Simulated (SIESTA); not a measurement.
Set up this calculation in SIESTA 5.4.2, as an ASE script.

```yaml
Task: relaxation of cell and atoms
Functional: LDA
Potentials_or_basis: PseudoDojo 0.4 standard (LDA files)
Basis: DZP (energy shift 0.003 Ry; two zetas on semicore shells)
Grid_cutoff: 500 Ry
Energy_shift: 0.003 Ry
k_mesh: 8 × 8 × 8
Occupations: fermi-dirac, width 0.05 eV
Spin: no spin polarisation
force_tolerance: 0.02 eV/Å
```

The system is Sb.

```
Sb
1.0
     3.16000    0.00000    0.00000
     0.00000    3.16000    0.00000
     0.00000    0.00000    3.16000
Sb
1
Direct
  0.00000 0.00000 0.00000
```

This isn't the form of Sb at room conditions, which is rhombohedral.

The input as run:

run.py

```python
from ase.spacegroup import crystal
from ase.calculators.siesta import Siesta
from ase.units import Ry, GPa
from ase.optimize import BFGS
from ase.filters import FrechetCellFilter

atoms = crystal(
    ['Sb'],
    basis=[(0.0, 0.0, 0.0)],
    spacegroup=221,  # Pm-3m
    cellpar=[3.16, 3.16, 3.16, 90.0, 90.0, 90.0],
)

fdf = {
    'SCFMustConverge': False,
    'OccupationFunction': 'FD',
    'ElectronicTemperature': '0.05 eV',
    'MaxSCFIterations': '120',
    'SCF.Mixer.Method': 'Pulay',
    'SCF.Mixer.Weight': '0.25',
    'SCF.Mixer.History': '8',
    'SCF.DM.Tolerance': '5.0e-05',
    'SCF.H.Tolerance': '1.0e-03 eV',
    'WriteForces': 'true',
    'Charge.Mulliken': 'end',
    'Charge.Hirshfeld': 'end',
    'Charge.Voronoi': 'end',
    'SaveRho': 'true',
    'SaveElectrostaticPotential': 'true',
    'PAO.Basis': ['Sb.1 4', 'n=5 0 2', '  5.972 0.000', 'n=5 1 2', '  7.827 0.000', 'n=4 2 2', '  3.490 0.000', 'n=5 2 1', '  7.827'],
}
calc = Siesta(
    label="Sb",
    command="siesta < PREFIX.fdf > PREFIX.out",
    pseudo_path="pseudos",
    pseudo_qualifier="",
    xc=('LDA', 'PW92'),
    basis_set="DZP",
    mesh_cutoff=500 * Ry,
    energy_shift=0.003 * Ry,
    kpts=[8, 8, 8],
    spin="non-polarized",
    fdf_arguments=fdf,
)
atoms.calc = calc

opt = BFGS(FrechetCellFilter(atoms), trajectory="relax.traj")
converged = opt.run(fmax=0.02, steps=40)
print("converged:", converged)
print("cell (A):", atoms.cell.cellpar().round(5))
print("scaled positions:")
print(atoms.get_scaled_positions().round(6))
print(f"energy = {atoms.get_potential_energy():.6f} eV")
free = atoms.get_potential_energy(force_consistent=True)
print(f"free energy = {free:.6f} eV")
print("forces (eV/A):")
print(atoms.get_forces(apply_constraint=False).round(6))
print("stress (GPa, Voigt order, tension positive):", (atoms.get_stress() / GPa).round(4))
```

Potentials or basis: PseudoDojo 0.4 standard (LDA files), DZP (energy shift 0.003 Ry; two zetas on semicore shells).

Launch:

```sh
$ python run.py
```

Results of the run:

```
Relaxed volume                         : 28.79 Å³/atom
Relaxed cell                           : a = 3.065 Å, b = 3.065 Å, c = 3.065 Å, α = 90.00°, β = 90.00°, γ = 90.00°
Space group after relaxing (to 0.05 Å) : Pm-3m (No. 221)
Energy gained by relaxing              : 46.3 meV/atom
Ionic steps                            : 4
Pressure after relaxing                : 0.0 GPa
Band gap on the k mesh                 : none (metal or under the smearing width)
```

Caveat: the basis of atomic orbitals isn't converged, which shifts pressures, moduli and gaps.

Run time: 65 s on 1 thread of Intel(R) Xeon(R) Platinum 8375C CPU @ 2.90GHz (Ice Lake) (shared host), peak memory 0.23 GiB.
